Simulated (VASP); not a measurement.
# Si2W (I4/mmm) in VASP: settings compared

The runs below take Si2W through relaxation of cell and atoms, with PBE, r2SCAN.

Program: VASP 6.6.1. These are calculated values, not measurements. Logs are shortened: lines on timing, memory, paths and dates and some standing lists are left out, and cuts for length are marked.

## 1. The structure

The structure is tetragonal, space group I4/mmm (No. 139). The conventional cell has a = 3.214 Å, b = 3.214 Å, c = 7.830 Å, α = 90.00°, β = 90.00°, γ = 90.00°. Around Si (site symmetry 4mm) lie 5 Si at 2.59 to 2.63 Å and 5 W at 2.62 Å. W (site symmetry 4/mmm) has 10 Si at 2.62 Å as nearest neighbours.

## 2. Relaxation of cell and atoms, PBE

The input, INCAR:

```
SYSTEM = Si2W
PREC = Accurate
ENCUT = 300
EDIFF = 1E-6
ISMEAR = 1
SIGMA = 0.1
LREAL = .FALSE.
LASPH = .TRUE.
NELM = 80
ALGO = Normal
ISIF = 3
LWAVE = .FALSE.
LCHARG = .FALSE.
GGA = PE
IBRION = 2
NSW = 90
EDIFFG = -0.01
```

The input, KPOINTS:

```
regular mesh
0
G
  8 8 8
  0 0 0
```

The input, POSCAR:

```
Si2W
1.0
   -1.6069000000      1.6069000000      3.9149500000
    1.6069000000     -1.6069000000      3.9149500000
    1.6069000000      1.6069000000     -3.9149500000
Si W
2 1
Direct
    0.3347000000      0.3347000000      0.0000000000
    0.6653000000      0.6653000000      0.0000000000
    0.0000000000      0.0000000000      0.0000000000
```

Potentials or basis: VASP PAW PBE potentials, release 64 (Si, W).

Launch:

```
> cat potpaw_PBE.64/Si/POTCAR potpaw_PBE.64/W/POTCAR > POTCAR
> mpirun -np 1 vasp_std > vasp.out
```

OUTCAR:

```text
SYSTEM = Si2W
   PREC = Accurate
   ENCUT = 300
   EDIFF = 1E-6
   ISMEAR = 1
   LREAL = .FALSE.
   LASPH = .TRUE.
   NELM = 80
   ISIF = 3
   GGA = PE
   IBRION = 2
   NSW = 90
   EDIFFG = -0.01

 ion  position               nearest neighbor table
   1  0.335  0.335  0.000-   2 2.59   3 2.62   3 2.62   3 2.62   3 2.62   3 2.62   2 2.63   2 2.63
                             2 2.63   2 2.63
   2  0.665  0.665  0.000-   1 2.59   3 2.62   3 2.62   3 2.62   3 2.62   3 2.62   1 2.63   1 2.63
                             1 2.63   1 2.63
   3  0.000  0.000  0.000-   2 2.62   2 2.62   2 2.62   1 2.62   2 2.62   1 2.62   1 2.62   1 2.62
                             1 2.62   2 2.62

  LATTYP: Found a body centered tetragonal cell.
 ALAT       =     3.2138000000
 C/A-ratio  =     2.4363370465

  Lattice vectors:

 A1 = (  -1.6069000000,   1.6069000000,   3.9149500000)
 A2 = (   1.6069000000,  -1.6069000000,   3.9149500000)
 A3 = (   1.6069000000,   1.6069000000,  -3.9149500000)

Analysis of symmetry for initial positions (statically):
=====================================================================
 Subroutine PRICEL returns:
 Original cell was already a primitive cell.

 Routine SETGRP: Setting up the symmetry group for a
 body centered tetragonal supercell.

 Subroutine GETGRP returns: Found 16 space group operations
 (whereof 16 operations were pure point group operations)
 out of a pool of 16 trial point group operations.

The static configuration has the point symmetry D_4h.

Analysis of symmetry for dynamics (positions and initial velocities):
=====================================================================
 Subroutine PRICEL returns:
 Original cell was already a primitive cell.

 Routine SETGRP: Setting up the symmetry group for a
 body centered tetragonal supercell.

 Subroutine GETGRP returns: Found 16 space group operations
 (whereof 16 operations were pure point group operations)
 out of a pool of 16 trial point group operations.

The dynamic configuration has the point symmetry D_4h.

 Subroutine INISYM returns: Found 16 space group operations
 (whereof 16 operations are pure point group operations),
 and found     1 'primitive' translations

----------------------------------------------------------------------------------------

                                     Primitive cell

  volume of cell :      40.4356

  direct lattice vectors                    reciprocal lattice vectors
    -1.606900000  1.606900000  3.914950000     0.000000000  0.311158131  0.127715552
     1.606900000 -1.606900000  3.914950000     0.311158131  0.000000000  0.127715552
     1.606900000  1.606900000 -3.914950000     0.311158131  0.311158131  0.000000000

  length of vectors
     4.526708376  4.526708376  4.526708376     0.336348992  0.336348992  0.440044048

  position of ions in fractional coordinates (direct lattice)
     0.334700000  0.334700000  0.000000000
     0.665300000  0.665300000  0.000000000
     0.000000000  0.000000000  0.000000000

  ion indices of the primitive-cell ions
   primitive index   ion index
                 1           1
                 2           2
                 3           3

----------------------------------------------------------------------------------------

 KPOINTS: regular mesh

Automatic generation of k-mesh.
 Grid dimensions read from file:
 generate k-points for:    8    8    8

 Generating k-lattice:

  Cartesian coordinates                     Fractional coordinates (reciprocal lattice)
     0.000000000  0.038894766  0.015964444     0.125000000  0.000000000  0.000000000
     0.038894766  0.000000000  0.015964444     0.000000000  0.125000000  0.000000000
     0.038894766  0.038894766  0.000000000     0.000000000  0.000000000  0.125000000

  Length of vectors
     0.042043624  0.042043624  0.055005506

  Shift w.r.t. Gamma in fractional coordinates (k-lattice)
     0.000000000  0.000000000  0.000000000

 Subroutine IBZKPT returns following result:
 ===========================================

 Found     59 irreducible k-points:

 Following reciprocal coordinates:
            Coordinates               Weight
  0.000000  0.000000  0.000000      1.000000
  0.125000  0.000000  0.000000      8.000000
  0.250000  0.000000  0.000000      8.000000
  0.375000  0.000000  0.000000      8.000000
  0.500000  0.000000  0.000000      4.000000
  0.125000  0.125000  0.000000      8.000000
[... 16 lines left out ...]
  0.250000  0.125000  0.125000     16.000000
  0.375000  0.125000  0.125000      8.000000
 [... further k-points ...]
   k-points           NKPTS =     59   k-points in BZ     NKDIM =     59   number of bands    NBANDS=     11
   number of dos      NEDOS =    301   number of ions     NIONS =      3
   total plane-waves  NPLWV =  21952
   dimension x,y,z NGX =    28 NGY =   28 NGZ =   28
   dimension x,y,z NGXF=    56 NGYF=   56 NGZF=   56
   ions per type =               2   1
   NGX,Y,Z   is equivalent  to a cutoff of  10.28, 10.28, 10.28 a.u.
   NGXF,Y,Z  is equivalent  to a cutoff of  20.57, 20.57, 20.57 a.u.
 SYSTEM =  Si2W
   PREC   = accura    normal or accurate (medium, high low for compatibility)
   ISTART =      0    job   : 0-new  1-cont  2-samecut
   ICHARG =      2    charge: 1-file 2-atom 10-const
   ISPIN  =      1    spin polarized calculation?
   LNONCOLLINEAR =      F non collinear calculations
   LSORBIT =      F    spin-orbit coupling
   LASPH  =      T    aspherical Exc in radial PAW
   ENCUT  =  300.0 eV  22.05 Ry    4.70 a.u.   6.39  6.39  6.39*2*pi/ulx,y,z
   NELM   =     80;   NELMIN=  2; NELMDL= -5     # of ELM steps
   EDIFF  = 0.1E-05   stopping-criterion for ELM
   LREAL  =      F    real-space projection
   EDIFFG = -.1E-01   stopping-criterion for IOM
   NSW    =     90    number of steps for IOM
   IBRION =      2    ionic relax: 0-MD 1-quasi-New 2-CG
   NFREE  =      1    steps in history (QN), initial steepest desc. (CG)
   ISIF   =      3    stress and relaxation
   ISYM   =      2    0-nonsym 1-usesym 2-fastsym
   POTIM  = 0.5000    time-step for ionic-motion
   TEBEG  =    0.0;   TEEND  =   0.0 temperature during run
   PSTRESS=    0.0 pullay stress
   NELECT =      14.0000    total number of electrons
   NUPDOWN=      -1.0000    fix difference up-down
   EMIN   =  10.00;   EMAX   =-10.00  energy-range for DOS
   EFERMI =   0.00;   METHOD = LEGACY
   ISMEAR =     1;   SIGMA  =   0.10  broadening in eV -4-tet -1-fermi 0-gaus
   EFERMI_NEDOS =   21; number of points for ismear=-14 and -15
   IALGO  =     38    algorithm
   IMIX   =      4    mixing-type and parameters
     AMIX     =   0.40;   BMIX     =  1.00
     AMIX_MAG =   1.60;   BMIX_MAG =  1.00
  volume/ion in A,a.u.               =      13.48        90.96
  Fermi-wavevector in a.u.,A,eV,Ry     =   1.149554  2.172343 17.979764  1.321475
  Thomas-Fermi vector in A             =   2.286223
   LORBIT       =      0    0 simple, 1 ext, 2 COOP (PROOUT), +10 PAW based schemes
   GGA     = PE    functional components
   LHFCALC =     F    Hartree Fock is set to
   AEXX    =    0.0000 exact exchange contribution
   IVDW    =     0    specifies the selected vdW correction
   LEPSILON=     F    determine dielectric tensor
   LRPA    =     F    only Hartree local field effects (RPA)
 conjugate gradient relaxation of ions
 non-spin polarized calculation
 Methfessel and Paxton  Order N= 1 SIGMA  =   0.10
  energy-cutoff  :      300.00
  volume of cell :       40.44
 maximum number of plane-waves:       499
 NGX is ok and might be reduce to    28
   NGX = 13   NGY = 13   NGZ = 13

--------------------------------------- Ionic step        1  -------------------------------------------

 number of electron      14.0000001 magnetization

 Free energy of the ion-electron system (eV)
  ---------------------------------------------------
  ext. energy  EPLUGINS =         0.00000000
  ---------------------------------------------------
  free energy    TOTEN  =       -24.86641179 eV

  energy without entropy =      -24.86701026  energy(sigma->0) =      -24.86661128

------------------------ aborting loop because EDIFF is reached ----------------------------------------

  FORCE on cell =-STRESS in cart. coord.  units (eV):
  Direction    XX          YY          ZZ          XY          YZ          ZX
  --------------------------------------------------------------------------------------
  -------------------------------------------------------------------------------------
  Total        0.5484754      0.5484754      0.5397170      0.0000000      0.0000000      0.0000000
  in kB       21.7322071     21.7322071     21.3851735      0.0000000      0.0000000      0.0000000
  external PRESSURE =      21.6165293 kB  Pullay stress =       0.0000000 kB
[... 133 lines left out ...]
  energy  without entropy=      -24.8694966583  energy(sigma->0) =      -24.86909747

--------------------------------------- Ionic step        5  -------------------------------------------

 number of electron      14.0000000 magnetization

 Free energy of the ion-electron system (eV)
  ---------------------------------------------------
  ext. energy  EPLUGINS =         0.00000000
  ---------------------------------------------------
  free energy    TOTEN  =       -24.86893539 eV

  energy without entropy =      -24.86952702  energy(sigma->0) =      -24.86913260

 E-fermi :  10.2801     XC(G=0): -12.2890

 val. band max:       10.1766967806   @ k =  -0.2500  -0.3750   0.2500
 cond. band min:      10.3310614457   @ k =  -0.3750   0.5000   0.3750
 fundamental gap:      0.1543646651
 Fermi energy:        10.2800775055

 k-point     1 :       0.0000    0.0000    0.0000
  band No.  band energies     occupation
      1      -3.5814      2.00000
      2       3.6320      2.00000
      3       6.6710      2.00000
      4       7.1448      2.00000
      5       7.5950      2.00000
      6       7.5950      2.00000
      7      11.0037     -0.00000
      8      13.1129      0.00000
      9      13.4473      0.00000
     10      13.4873      0.00000
     11      13.4873      0.00000
[... 309 lines left out ...]
 k-point    24 :       0.3750    0.1250    0.1250
  band No.  band energies     occupation
      1       0.7669      2.00000
      2       1.3251      2.00000
      3       4.4993      2.00000
      4       5.9829      2.00000
      5       7.0180      2.00000
      6       8.1320      2.00000
      7       8.4201      2.00000
      8      10.7725     -0.00000
      9      13.0834      0.00000
     10      14.0809      0.00000
     11      14.0953      0.00000

 [... further k-points ...]

------------------------ aborting loop because EDIFF is reached ----------------------------------------

  FORCE on cell =-STRESS in cart. coord.  units (eV):
  Direction    XX          YY          ZZ          XY          YZ          ZX
  --------------------------------------------------------------------------------------
  -------------------------------------------------------------------------------------
  Total       -0.0237406     -0.0237406      0.0193511      0.0000000      0.0000000      0.0000000
  in kB       -0.9316820     -0.9316820      0.7594168      0.0000000      0.0000000      0.0000000
  external PRESSURE =      -0.3679824 kB  Pullay stress =       0.0000000 kB
[... 18 lines left out ...]
  FREE ENERGIE OF THE ION-ELECTRON SYSTEM (eV)
  ---------------------------------------------------
  free  energy   TOTEN  =       -24.8689353941 eV

  energy  without entropy=      -24.8695270162  energy(sigma->0) =      -24.86913260

 reached required accuracy - stopping structural energy minimisation
```

Run time: 26 s. Hardware: 1 thread of Intel Xeon 6975P-C (Granite Rapids), shared host; peak memory 0.16 GiB.

Results:

```yaml
Free_energy: -24.8689 eV
Relaxed_volume: 13.61 Å³/atom
Relaxed_cell: a = 4.539 Å, b = 4.539 Å, c = 4.539 Å, α = 138.38°, β = 138.38°, γ = 60.32°
Space_group_after_relaxing_to_0.05_Å: I4/mmm (No. 139)
Energy_gained_by_relaxing: 0.8 meV/atom
Ionic_steps: 5
Pressure_after_relaxing: 0.0 GPa
Band_gap_on_the_k_mesh: none (metal or under the smearing width)
```

Forces in eV/Å, atoms in the order of the input:
```
Si   0.000  0.000  0.003
Si   0.000  0.000 -0.003
W    0.000  0.000  0.000
```

Step by step:
| step | energy change (eV) | largest force (eV/Å) | pressure (GPa) | volume (Å³) |
| --- | --- | --- | --- | --- |
| 1 | 0.0000 | 0.0027 | 2.16 | 40.44 |
| 2 | 0.0058 | 0.0715 | -3.73 | 41.51 |
| 3 | -0.0025 | 0.0239 | 0.00 | 40.81 |
| 4 | -0.0025 | 0.0244 | -0.03 | 40.82 |
| 5 | -0.0025 | 0.0025 | -0.04 | 40.83 |

Final structure:
```cif
data_structure
_symmetry_space_group_name_H-M 'P 1'
_symmetry_Int_Tables_number 1
_cell_length_a 4.5391
_cell_length_b 4.5391
_cell_length_c 4.5391
_cell_angle_alpha 138.379
_cell_angle_beta 138.379
_cell_angle_gamma 60.324
_cell_volume 40.83
loop_
_atom_site_label
_atom_site_type_symbol
_atom_site_fract_x
_atom_site_fract_y
_atom_site_fract_z
_atom_site_occupancy
Si1 Si 0.33482 0.33482 0.00000 1
Si2 Si 0.66518 0.66518 0.00000 1
W1 W 0.00000 0.00000 0.00000 1
```

Caveat: the cutoff is under 1.25 times the usual one of these potentials, so pressure, stress and relaxed cells hold a basis-set (Pulay) error. PBE usually gives volumes a little too large and moduli too small.

## 3. Relaxation of cell and atoms, PBE

This run uses another cell than the first one, of 13.61 Å³/atom, 1.010 times its volume.

Changes to INCAR since step 2:

```diff
@@ -3,3 +3,3 @@
 ENCUT = 300
-EDIFF = 1E-6
+EDIFF = 1E-7
 ISMEAR = 1
@@ -16,2 +16,2 @@
 NSW = 90
-EDIFFG = -0.01
+EDIFFG = -0.005
```

KPOINTS is that of step 2.

The input, POSCAR:

```
Si2W                                    
1.0
   -1.6126580946      1.6126580946      3.9245539923
    1.6126580946     -1.6126580946      3.9245539923
    1.6126580946      1.6126580946     -3.9245539923
  Si              W             
     2     1
Direct
     0.3348241871356178    0.3348241871356178    0.0000000000000000
     0.6651758128643822    0.6651758128643822    0.0000000000000000
     0.0000000000000000    0.0000000000000000    0.0000000000000000
```

Potentials or basis: VASP PAW PBE potentials, release 64 (Si, W).

Launch:

```
> cat potpaw_PBE.64/Si/POTCAR potpaw_PBE.64/W/POTCAR > POTCAR
> mpirun -np 1 vasp_std > vasp.out
```

It took 22 s on 1 thread of Intel Xeon 6975P-C (Granite Rapids), shared host; peak memory 0.16 GiB.

It converged, with:

| Property | Result |
| --- | --- |
| Free energy | -24.8708 eV |
| Relaxed volume | 13.61 Å³/atom |
| Relaxed cell | a = 4.539 Å, b = 4.539 Å, c = 4.539 Å, α = 138.39°, β = 138.39°, γ = 60.30° |
| Space group after relaxing (to 0.05 Å) | I4/mmm (No. 139) |
| Energy gained by relaxing | 0.0 meV/atom |
| Ionic steps | 3 |
| Pressure after relaxing | 0.0 GPa |
| Band gap on the k mesh | none (metal or under the smearing width) |

Final structure:
```
Si W
1.0
    -1.61231    1.61231    3.92530
     1.61231   -1.61231    3.92530
     1.61231    1.61231   -3.92530
Si W
2 1
Direct
  0.33483 0.33483 0.00000
  0.66517 0.66517 0.00000
  0.00000 0.00000 0.00000
```

Levels at points of the mesh, in eV from the Fermi level:
```tsv
k point	band 4	band 5	band 6	band 7	band 8	band 9	band 10	band 11
(0.00, 0.00, 0.00)	-3.14	-2.68	-2.68	0.72	2.84	3.16	3.21	3.21
(0.50, 0.00, 0.00)	-4.71	-2.64	-2.59	-0.30	2.78	2.94	4.10	4.47
(0.50, 0.50, 0.00)	-5.36	-4.84	-3.07	-1.65	2.94	3.04	3.20	4.01
(0.50, 0.50, 0.50)	-2.41	-0.70	-0.70	-0.37	-0.37	0.90	4.68	4.90
```

Caveat: the cutoff is under 1.25 times the usual one of these potentials, so pressure, stress and relaxed cells hold a basis-set (Pulay) error. Spin-orbit coupling is left out, which matters for the levels of W.

## 4. Relaxation of cell and atoms, r2SCAN

The input, INCAR:

```
  PREC = Accurate
  ENCUT = 600
  EDIFF = 1E-6
  ISMEAR = 1
  SIGMA = 0.1
  LREAL = False
  LASPH = True
  NELM = 80
  ALGO = Normal
  ISIF = 3
  LWAVE = False
  LCHARG = False
  METAGGA = R2SCAN
  LMIXTAU = True
  IBRION = 2
  NSW = 90
  EDIFFG = -0.01
```

The input, KPOINTS:

```
regular mesh
0
Gamma
  16 16 16
```

The input, POSCAR:

```
Si2W
1.0
   -1.6069000000      1.6069000000      3.9149500000
    1.6069000000     -1.6069000000      3.9149500000
    1.6069000000      1.6069000000     -3.9149500000
Si W
2 1
Direct
    0.3347000000      0.3347000000      0.0000000000
    0.6653000000      0.6653000000      0.0000000000
    0.0000000000      0.0000000000      0.0000000000
```

Potentials or basis: VASP PAW PBE potentials, release 64 (Si, W_sv).

Launch:

```
> cat potpaw_PBE.64/Si/POTCAR potpaw_PBE.64/W_sv/POTCAR > POTCAR
> mpirun -np 1 vasp_std > vasp.out
```

Wall time 44 min (1 thread of Intel Xeon 6975P-C (Granite Rapids), shared host); peak memory 0.44 GiB.

It converged, with:

```yaml
Free_energy: -69.8156 eV
Relaxed_volume: 13.43 Å³/atom
Relaxed_cell: a = 4.515 Å, b = 4.515 Å, c = 4.515 Å, α = 138.31°, β = 138.31°, γ = 60.43°
Space_group_after_relaxing_to_0.05_Å: I4/mmm (No. 139)
Energy_gained_by_relaxing: 0.3 meV/atom
Ionic_steps: 5
Pressure_after_relaxing: 0.0 GPa
Largest_force_after_relaxing: 0.004 eV/Å
Band_gap_on_the_k_mesh: none (metal or under the smearing width)
```

Forces on the atoms (eV/Å):
```
Si   0.000  0.000  0.004
Si   0.000  0.000 -0.004
W    0.000  0.000  0.000
```

Step by step:
```csv
step,energy change (eV),largest force (eV/Å),pressure (GPa),volume (Å³)
1,0.0000,0.0284,-0.96,40.44
2,0.0017,0.0367,2.05,39.96
3,-0.0008,0.0048,0.14,40.26
4,-0.0009,0.0029,-0.08,40.31
5,-0.0009,0.0039,0.00,40.29
```

Final structure:
```
CELL_PARAMETERS angstrom
-1.60670 1.60670 3.90181
1.60670 -1.60670 3.90181
1.60670 1.60670 -3.90181
ATOMIC_POSITIONS crystal
Si 0.33478 0.33478 0.00000
Si 0.66522 0.66522 0.00000
W 0.00000 0.00000 0.00000
```

Levels at points of the mesh, in eV from the Fermi level:
```tsv
k point	band 7	band 8	band 9	band 10	band 11	band 12	band 13	band 14	band 15
(0.00, 0.00, 0.00)	-3.80	-3.38	-3.04	-3.04	0.61	3.04	3.19	3.20	3.20
(0.50, 0.00, 0.00)	-6.00	-5.19	-2.99	-2.85	-0.48	2.94	3.01	4.23	4.85
(0.50, 0.50, 0.00)	-6.40	-5.67	-5.31	-3.44	-1.98	3.09	3.30	3.44	4.22
(0.50, 0.50, 0.50)	-3.95	-2.66	-0.95	-0.95	-0.51	-0.51	0.80	4.96	5.59
```

Caveat: the PAW data sets were made with another functional, which shifts forces and pressure a little.

## 5. Relaxation of cell and atoms, r2SCAN

This run uses another cell than the first one, of 13.43 Å³/atom, 0.996 times its volume.

Changes to INCAR since step 4:

```diff
@@ -2,3 +2,3 @@
   ENCUT = 600
-  EDIFF = 1E-6
+  EDIFF = 1E-7
   ISMEAR = 1
@@ -16,2 +16,2 @@
   NSW = 90
-  EDIFFG = -0.01
+  EDIFFG = -0.005
```

KPOINTS is that of step 4.

The input, POSCAR:

```
Si2W                                    
1.0
   -1.6067034924      1.6067034924      3.9018060383
    1.6067034924     -1.6067034924      3.9018060383
    1.6067034924      1.6067034924     -3.9018060383
  Si              W             
     2     1
Direct
     0.3347826490713673    0.3347826490713673    0.0000000000000000
     0.6652173509286328    0.6652173509286328    0.0000000000000000
     0.0000000000000000    0.0000000000000000    0.0000000000000000
```

Launch:

```
> cat potpaw_PBE.64/Si/POTCAR potpaw_PBE.64/W_sv/POTCAR > POTCAR
> mpirun -np 1 vasp_std > vasp.out
```

Run time: 18 min. Hardware: 1 thread of Intel Xeon 6975P-C (Granite Rapids), shared host; peak memory 0.42 GiB.

The run converged. Its results:

```
Free energy                  : -69.8156 eV
Pressure after relaxing      : 0.0 GPa
Largest force after relaxing : 0.004 eV/Å
Band gap on the k mesh       : none (metal or under the smearing width)
```

Forces in eV/Å, atoms in the order of the input:
```
Si   0.000  0.000  0.004
Si   0.000  0.000 -0.004
W    0.000  0.000  0.000
```

Final structure:
```
CELL_PARAMETERS angstrom
-1.60670 1.60670 3.90181
1.60670 -1.60670 3.90181
1.60670 1.60670 -3.90181
ATOMIC_POSITIONS crystal
Si 0.33478 0.33478 0.00000
Si 0.66522 0.66522 0.00000
W 0.00000 0.00000 0.00000
```

Levels at points of the mesh, in eV from the Fermi level:
```csv
k point,band 9,band 10,band 11,band 12,band 13,band 14
"(0.00, 0.00, 0.00)",-3.04,-3.04,0.61,3.04,3.19,3.20
"(0.50, 0.00, 0.00)",-2.99,-2.85,-0.48,2.94,3.01,4.23
"(0.50, 0.50, 0.00)",-5.31,-3.44,-1.98,3.09,3.30,3.44
"(0.50, 0.50, 0.50)",-0.95,-0.95,-0.51,-0.51,0.80,4.96
```

Caveat: the relaxation stopped at its first step, so nothing moved; the PAW data sets were made with another functional, which shifts forces and pressure a little.

[end of part 1 of 2]
